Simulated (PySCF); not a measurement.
PbS (Galena): dielectric tensor with PBE

PbS (Galena):

```
Pb S
1.0
     0.00000    2.96575    2.96575
     2.96575    0.00000    2.96575
     2.96575    2.96575    0.00000
Pb S
1 1
Cartesian
  0.0000 0.0000 0.0000
  2.9657 2.9657 2.9657
```

```yaml
Program: PySCF 2.14.0
Task: dielectric tensor
Functional: PBE
Potentials_or_basis: DZVP-MOLOPT-SR/GTH-PBE (potentials made for PBE)
k_mesh: 6 × 6 × 6
Occupations: fermi-dirac, width 0.05 eV
Spin: no spin polarisation
Symmetry: yes
Density_cutoff: 66 Ha
Exponents_discarded_below_exp_to_discard: 0.02 1/bohr^2
Optics_k_mesh: 6 × 6 × 6
Potentials: Pb GTH-PBE-q4, S GTH-PBE-q6
conv_tol: 1e-07 Ha
max_cycle: 60
Coulomb_method: multigrid
```

| Item | Value |
| --- | --- |
| Band gap on the k mesh | 0.36 eV, direct |
| Mulliken charges | Pb +0.46; S -0.46 e |
| Dielectric constant of independent particles | 16.32 |

Levels at points of the mesh, in eV from the valence-band top:
| k point | band 3 | band 4 | band 5 | band 6 | band 7 | band 8 |
| --- | --- | --- | --- | --- | --- | --- |
| (0.00, 0.00, 0.00) | -2.12 | -2.12 | -2.12 | 5.21 | 5.21 | 5.21 |
| (0.50, 0.50, 0.00) | -5.25 | -3.44 | -3.44 | 3.87 | 5.62 | 5.70 |
| (0.50, 0.50, 0.50) | -1.83 | -1.83 | 0.00 | 0.36 | 1.91 | 1.91 |

Wall time 51 s on 4 threads of Arm Neoverse V2, with other jobs on the host, peak memory 2.7 GiB.

Caveat: Mulliken charges move with the basis; the mesh is thin for the dielectric tensor, Born charges and intensities, which usually come out too large; spectra need much finer meshes, so this one isn't converged; spin-orbit coupling is left out, which as a rule narrows the gap of such compounds by several tenths of an eV; the basis of atomic orbitals isn't converged, which shifts pressures, moduli and gaps. A k mesh can miss the band edges.
